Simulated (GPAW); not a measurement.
A run of GPAW 26.7.0:

File run.py:

```python
from ase import Atoms
from ase.dft.bandgap import bandgap
from ase.io import write
from ase.units import GPa
from gpaw import GPAW, PW

atoms = Atoms(['Fe'],
              cell=[[-1.443, 1.443, 1.443],
                    [1.443, -1.443, 1.443],
                    [1.443, 1.443, -1.443]],
              scaled_positions=[[0.0, 0.0, 0.0]],
              pbc=True)
atoms.set_initial_magnetic_moments([3.0])

calc = GPAW(mode=PW(600),
            xc='PBE',
            kpts={'size': (13, 13, 13), 'gamma': True},
            occupations={'name': 'methfessel-paxton', 'order': 0, 'width': 0.026000000000000002},
            nbands=12,
            convergence={'density': 1e-05, 'energy': 1e-05},
            maxiter=150,
            txt='gpaw.txt')
atoms.calc = calc
energy = atoms.get_potential_energy()
forces = atoms.get_forces()
stress = atoms.get_stress()
calc.write('gs.gpw')
write('result.traj', atoms)
print(f'Energy: {energy:.6f} eV')
print('Forces (eV/A):')
print(forces.round(4))
print('Stress (GPa):', (stress / GPa).round(3))
print('Moments:', calc.get_magnetic_moments().round(3))
print('Fermi level:', round(calc.get_fermi_level(), 4), 'eV')
print(f'Gap: {bandgap(calc)[0]:.4f} eV, direct: {bandgap(calc, direct=True)[0]:.4f} eV')
```

Potentials or basis: GPAW PAW data sets (gpaw-data 1.2.1), pw.

The run is started by

```bash
$ OMP_NUM_THREADS=1 python run.py
```

Hardware: 1 thread of Arm Neoverse V1, on a shared host.

Task: How long does it take, and how much memory?

Result: It took 23 s on 1 thread of Arm Neoverse V1 (shared host), peak memory 0.14 GiB. Counts: scf iterations 13, plane waves 415, bands 12, k points 84.
